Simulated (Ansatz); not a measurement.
**Structure optimisation: sulfur, rhombohedral S6**

Theory: DFT, r2SCAN, plane waves (500 eV) with PAW, scalar-relativistic in Ansatz. The PAW files were generated under PBE, with cores re-solved for the functional.

k-point mesh 5×5×5, Fermi-Dirac smearing 0.05 eV, no spin polarisation. Cell and atoms relax.

Starting structure:

```yaml
crystal:
  lattice:
    - [5.3830001089, 3.1078765619, 1.40833]
    - [-5.3830001089, 3.1078765619, 1.40833]
    - [0.0, -6.2157531238, 1.40833]
  atoms:
    - { symbol: S, position: [0.5845, 0.351, 0.2465] }
    - { symbol: S, position: [0.2465, 0.5845, 0.351] }
    - { symbol: S, position: [0.351, 0.2465, 0.5845] }
    - { symbol: S, position: [0.4155, 0.649, 0.7535] }
    - { symbol: S, position: [0.7535, 0.4155, 0.649] }
    - { symbol: S, position: [0.649, 0.7535, 0.4155] }
hamiltonian:
  xc: r2scan
  pseudopotentials:
    kind: paw
    azcp:
      S: "pseudopotentials/S.paw.azcp"
basis:
  ecutwfc: 500
  fft_grid_basis: typed
kpoints:
  mp_grid: { grid: [5, 5, 5], shift: [0, 0, 0] }
magnetization:
  spin_polarized: false
scf:
  occupations: { method: fermi_dirac, width: 0.05 }
relax:
  max_steps: 60
  f_tol: 0.01
  cell: {}
```

**Question.** What cell does the relaxation end in?

**Answer.** R-3 with a = 10.911 Å, c = 4.440 Å (c/a = 0.407); 25.43 Å³ per atom against 23.56 at the start (7.9 %).

**Question.** How much energy does the relaxation gain?

**Answer.** 4.0 meV per atom.
